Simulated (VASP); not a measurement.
A run of VASP 6.6.1:

The input INCAR:

```
SYSTEM = Si
PREC     = Accurate       ! precision mode
ENCUT    = 600            ! plane-wave cutoff, eV
EDIFF    = 1E-7           ! SCF threshold, eV
ISMEAR   = 0              ! smearing method
SIGMA    = 0.03           ! smearing width, eV
LREAL    = .FALSE.        ! projectors in reciprocal space
LASPH    = .TRUE.         ! aspherical terms in the spheres
NELM     = 80             ! most SCF steps
ALGO     = Normal         ! electronic algorithm
ISIF     = 2              ! what is computed and relaxed
LWAVE    = .FALSE.        ! write WAVECAR
LCHARG   = .FALSE.        ! write CHGCAR
GGA      = PE             ! functional
IBRION   = 2              ! ionic algorithm
NSW      = 40             ! ionic steps
EDIFFG   = -0.01          ! ionic threshold
```

Contents of KPOINTS:

```
regular mesh
0
G
  10 10 10
  0 0 0
```

File POSCAR:

```
Si                                      
1.0
    0.0000000000      2.7342968687      2.7342968687
    2.7342968687      0.0000000000      2.7342968687
    2.7342968687      2.7342968687      0.0000000000
  Si            
     2
Direct
     0.7500000000000000    0.7500000000000000    0.7500000000000000
     0.5000000000000000    0.5000000000000000    0.5000000000000000
```

Potentials or basis: VASP PAW PBE potentials, release 64 (Si).

Run with:

```console
$ cat potpaw_PBE.64/Si/POTCAR > POTCAR
$ mpirun -np 1 vasp_std > vasp.out
```

Hardware: 1 thread of Intel(R) Xeon(R) 6975P-C (Granite Rapids), with other jobs on the host.

Question: How long does it take, and how much memory?

Answer: Wall time 8 s on 1 thread of Intel(R) Xeon(R) 6975P-C (Granite Rapids), on a shared host, peak memory 0.17 GiB. Counts: scf iterations 13, k points 47, ion steps 1.
